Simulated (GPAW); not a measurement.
InPd:

```
In Pd
1.0
     3.27188    0.00000    0.00000
     0.00000    3.27188    0.00000
     0.00000    0.00000    3.27188
In Pd
1 1
Direct
  0.00000 0.00000 0.00000
  0.50000 0.50000 0.50000
```

The cell comes from a database or a generator and needn't be the stable form of this composition.

Base run:

- Program: GPAW 26.7.0
- Functional: revPBE
- Potentials or basis: the program's PAW data sets (release 1.2.1) made for this functional
- Cutoff: 600 eV
- Basis: pw
- k mesh: 8 × 8 × 8
- Occupations: fermi-dirac, width 0.05 eV
- Spin: no spin polarisation

Its results: pressure 5.8 GPa.

Question: The run is repeated on the same cell with these changes: functional from revPBE to RPBE; band points from 100 to 80. What comes out?

Answer: Pressure 6.8 GPa.

Not every run made on this cell is shown here.
